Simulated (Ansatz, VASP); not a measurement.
InP in VASP and in Ansatz

```
CELL_PARAMETERS angstrom
0.00000 2.96906 2.96906
2.96906 0.00000 2.96906
2.96906 2.96906 0.00000
ATOMIC_POSITIONS crystal
In 0.00000 0.00000 0.00000
P 0.75000 0.75000 0.75000
```

Alike in both runs: task single point; functional BLYP; dispersion D3(BJ); k mesh 8 × 8 × 8; occupations fermi-dirac, width 0.05 eV; no spin polarisation.

|  | VASP | Ansatz |
| --- | --- | --- |
| version | VASP 6.6.1 | Ansatz 0.2.0 |
| potentials or method | VASP PAW PBE potentials, release 64 (In_d, P) | Ansatz PAW |
| plane-wave cutoff (eV) | 520 | 420 |
| valence electrons in the cell | 18 | 18 |

VASP gave:

```
gap on the k mesh at the Fermi level (eV) : 0.40
least direct gap on the mesh (eV)         : 0.40
pressure (GPa)                            : -0.9
dispersion energy (meV/atom)              : -684.3
```

Which values does Ansatz return?

gap on the k mesh at the Fermi level (eV): 0.38; least direct gap on the mesh (eV): 0.38; pressure (GPa): -0.9; dispersion energy (meV/atom): -684.4.

With one functional, cell and mesh, what is left measures potentials, basis and numerics.

Caveats: spin-orbit coupling is left out, which moves the levels of the heavy elements; the PAW data sets were made with another functional, which shifts forces and pressure a little (VASP); the PAW data sets come from PBE, with cores solved anew for the run's functional, which leaves a small shift of forces and pressure (Ansatz).
